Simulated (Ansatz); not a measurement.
Te$_{2}$Pt: relaxation of cell and atoms

Computed with DFT, PBE, PAW with Ansatz's default frozen-core files, scalar-relativistic in Ansatz 0.2.0.

Command: `ansatz run input.yaml --threads 1 --pin off --max-ram 3072MiB --backend cpu --events-out ev --progress --plain --runs-dir out` The run took 61 s on 1 thread of Arm Neoverse V2, on a shared host.

```yaml
crystal:
  lattice:
    - [3.8993644183, 0.0, 0.0]
    - [-1.9496822091, 3.3769486448, 0.0]
    - [0.0, 0.0, 6.2389830692]
  atoms:
    - { symbol: Pt, position: [0.0, 0.0, 0.0] }
    - { symbol: Te, position: [0.3333333333, 0.6666666667, 0.25] }
    - { symbol: Te, position: [0.6666666667, 0.3333333333, 0.75] }
kpoints:
  mp_grid: { grid: [10, 10, 6] }
scf:
  occupations: { method: fermi_dirac, width: 0.05 }
hamiltonian:
  xc: pbe
  pseudopotentials: { kind: paw }
output:
  forces: true
  stress: true
  write_density: true
  write_potential: true
  elf: true
  volumetric_format: npy
relax:
  f_tol: 0.005
  max_steps: 80
  cell: {}
```

Spin–orbit coupling is left out, though it moves levels of the heavy atoms by tenths of an eV or more.

The cell is built from the CdI2 type as a first guess.

The cutoff is 420 eV; energies and pressures of the walk include the program's estimate of the Pulay term.

Each frame lists the cell vectors (Å), then Cartesian positions (Å) and forces (eV/Å). Free energies count from the first step, -26483.8543 eV.

The walk took 9 evaluations in all; steps that aren't listed are left out.

Step 1: E = 0.0 meV, P = -0.63 GPa

```
cell 3.8994 0.0000 0.0000 -1.9497 3.3769 0.0000 0.0000 0.0000 6.2390
Pt    0.0000    0.0000    0.0000     0.000   0.000   0.000
Te    0.0000    2.2513    1.5597     0.000   0.000  -0.845
Te    1.9497    1.1257    4.6792     0.000   0.000   0.845
```

Step 2: E = -150.1 meV, P = 3.54 GPa

```
cell 4.0174 0.0000 0.0000 -2.0087 3.4792 0.0000 0.0000 0.0000 6.0914
Pt    0.0000    0.0000    0.0000     0.000   0.000   0.000
Te    0.0000    2.3194    1.3327     0.000   0.000   0.707
Te    2.0087    1.1597    4.7586     0.000   0.000  -0.707
```

Step 3: E = -203.6 meV, P = 0.11 GPa

```
cell 4.0359 0.0000 0.0000 -2.0179 3.4952 0.0000 0.0000 0.0000 6.0429
Pt    0.0000    0.0000    0.0000     0.000   0.000   0.000
Te    0.0000    2.3301    1.3888     0.000   0.000   0.024
Te    2.0179    1.1651    4.6540     0.000   0.000  -0.024
```

Step 4: E = -219.2 meV, P = -0.30 GPa

```
cell 4.0530 0.0000 0.0000 -2.0265 3.5100 0.0000 0.0000 0.0000 5.8746
Pt    0.0000    0.0000    0.0000     0.000   0.000   0.000
Te    0.0000    2.3400    1.3845     0.000   0.000  -0.005
Te    2.0265    1.1700    4.4901     0.000   0.000   0.005
```

Step 5: E = -235.8 meV, P = -0.20 GPa

```
cell 4.0626 0.0000 0.0000 -2.0313 3.5183 0.0000 0.0000 0.0000 5.6856
Pt    0.0000    0.0000    0.0000     0.000   0.000   0.000
Te    0.0000    2.3455    1.3790     0.000   0.000  -0.003
Te    2.0313    1.1728    4.3066     0.000   0.000   0.003
```

Step 6: E = -250.4 meV, P = 0.37 GPa

```
cell 4.0833 0.0000 0.0000 -2.0417 3.5363 0.0000 0.0000 0.0000 5.3822
Pt    0.0000    0.0000    0.0000     0.000   0.000   0.000
Te    0.0000    2.3575    1.3608     0.000   0.000   0.037
Te    2.0417    1.1788    4.0214     0.000   0.000  -0.037
```

Step 7: E = -250.6 meV, P = -0.14 GPa

```
cell 4.0943 0.0000 0.0000 -2.0471 3.5458 0.0000 0.0000 0.0000 5.3811
Pt    0.0000    0.0000    0.0000     0.000   0.000   0.000
Te    0.0000    2.3638    1.3601     0.000   0.000  -0.002
Te    2.0471    1.1819    4.0210     0.000   0.000   0.002
```

**Question.** How does the relaxation end?

**Answer.** It converges, with a = 4.090 Å, b = 4.090 Å, c = 5.383 Å, α = 90.00°, β = 90.00°, γ = 120.00° (conventional cell, space group P-3m1). The last solve (on a basis chosen afresh for the final cell, so its energy is not quite comparable) gives E = -250.4 meV, P = -0.01 GPa:
```
cell 4.0900 0.0000 0.0000 -2.0450 3.5420 0.0000 0.0000 0.0000 5.3827
Pt    0.0000    0.0000    0.0000     0.000   0.000   0.000
Te    0.0000    2.3613    1.3618     0.000   0.000  -0.001
Te    2.0450    1.1807    4.0209     0.000   0.000   0.001
```
